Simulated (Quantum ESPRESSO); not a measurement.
A run of Quantum ESPRESSO 7.5:

pw.in

```
&CONTROL
  calculation = 'scf'
  prefix = 'pwscf'
  outdir = './tmp'
  pseudo_dir = './pseudo'
  tprnfor = .true.
  tstress = .true.
  disk_io = 'nowf'
/
&SYSTEM
  ibrav = 0
  nat = 1
  ntyp = 1
  ecutwfc = 60
  nbnd = 15
  occupations = 'smearing'
  smearing = 'fd'
  degauss = 0.00367493
/
&ELECTRONS
  conv_thr = 2d-10
  electron_maxstep = 120
  mixing_beta = 0.5
/
ATOMIC_SPECIES
Rh   102.9055 Rh_ONCV_PBE-1.0.oncvpsp.upf
CELL_PARAMETERS angstrom
   0.0000000000    1.8978500000    1.8978500000
   1.8978500000    0.0000000000    1.8978500000
   1.8978500000    1.8978500000    0.0000000000
ATOMIC_POSITIONS crystal
Rh     0.0000000000    0.0000000000    0.0000000000
K_POINTS automatic
12 12 12 0 0 0
```

Potentials or basis: SSSP 1.3 efficiency PBE.

The run is started by

```console
$ OMP_NUM_THREADS=1 pw.x -in pw.in > pw.out
```

Hardware: 1 thread of Intel(R) Xeon(R) 6975P-C (Granite Rapids), on a shared host.

Estimate the wall time of this run.

It took 4.7 s on 1 thread of Intel(R) Xeon(R) 6975P-C (Granite Rapids), with other jobs on the host, peak memory 0.06 GiB. Counts: scf iterations 7, bands 15, k points 72, g dense 5817.
